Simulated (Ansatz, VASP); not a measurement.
# Ti: VASP beside Ansatz

```
Ti
1.0
     2.95000    0.00000    0.00000
    -1.47500    2.55477    0.00000
     0.00000    0.00000   26.71500
Ti
6
Cartesian
  1.4750 0.8516 7.5000
  0.0000 1.7032 9.8430
  1.4750 0.8516 12.1860
  0.0000 1.7032 14.5290
  1.4750 0.8516 16.8720
  0.0000 1.7032 19.2150
```

The slab is cut from a database's or a generator's crystal, which needn't be the stable form of the element.

Alike in both runs: functional PBE; k mesh 10 × 10 × 1; occupations fermi-dirac, width 0.05 eV; no spin polarisation.

|  | VASP | Ansatz |
| --- | --- | --- |
| version | VASP 6.6.1 | Ansatz 0.2.0 |
| potentials or method | VASP PAW PBE potentials, release 64 (Ti_sv) | Ansatz PAW |
| plane-wave cutoff (eV) | 520 | 420 |
| valence electrons in the cell | 72 | 72 |
| task | work function | single point |

Ansatz gave:

```
gap on the k mesh at the Fermi level (eV)  : none
rms of the force components (eV/Å)         : 0.285
work function, face that differs most (eV) : 4.42
```

Task: What did VASP give for the same quantities?

Result: gap on the k mesh at the Fermi level (eV): none; rms of the force components (eV/Å): 0.288; work function, face that differs most (eV): 4.42.

Atom by atom the forces differ by 0.004 eV/Å (rms over components). A gap of «none» marks a metal or a gap that the smearing closes.
